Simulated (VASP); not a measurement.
# HfH3: single point with PBEsol+D3(BJ)

HfH3:

```
CELL_PARAMETERS angstrom
3.08455 0.00000 0.00000
0.00000 3.08455 0.00000
0.00000 0.00000 3.08455
ATOMIC_POSITIONS crystal
Hf 0.00000 0.00000 0.01000
H 0.00000 0.50000 0.50000
H 0.50000 0.00000 0.50000
H 0.50000 0.50000 0.00000
```

The cell comes from a database or a generator and needn't be the stable form of this composition.

| Quantity | Value |
| --- | --- |
| Program | VASP 6.6.1 |
| Task | single point |
| Functional | PBEsol |
| Dispersion | D3(BJ) |
| Potentials or basis | VASP PAW PBE potentials, release 64 (Hf_pv, H) |
| Cutoff | 520 eV |
| k mesh | 5 × 5 × 5 |
| Occupations | fermi-dirac, width 0.05 eV |
| Spin | no spin polarisation |

```
Pressure                   : -7.0 GPa
Largest force              : 0.173 eV/Å
Band gap on the k mesh     : none (metal or under the smearing width)
Dispersion energy per atom : -0.176 eV
```

Forces in eV/Å, atoms in the order of the input:
```
Hf   0.000  0.000 -0.173
H    0.000  0.000  0.062
H    0.000  0.000  0.062
H    0.000  0.000  0.050
```

Stress tensor (GPa, compression positive):
```
-7.04  0.00  0.00
 0.00 -7.04  0.00
 0.00  0.00 -6.97
```

Levels at points of the mesh, in eV from the Fermi level:
| k point | band 3 | band 4 | band 5 | band 6 | band 7 | band 8 | band 9 | band 10 |
| --- | --- | --- | --- | --- | --- | --- | --- | --- |
| (0.00, 0.00, 0.00) | -30.71 | -11.36 | -4.27 | -4.26 | 4.63 | 4.63 | 4.63 | 6.46 |

Run time: 3.9 s on 1 thread of Intel(R) Xeon(R) 6975P-C (Granite Rapids), with other jobs on the host, peak memory 0.14 GiB.

Caveat: the k mesh is coarse (spacing up to 0.41 Å⁻¹), so the values aren't converged; the PAW data sets were made with another functional, which shifts forces and pressure a little; pairwise dispersion overbinds metals, which lowers pressure and volume. The run has no spin-orbit coupling, so splittings on Hf are missing.
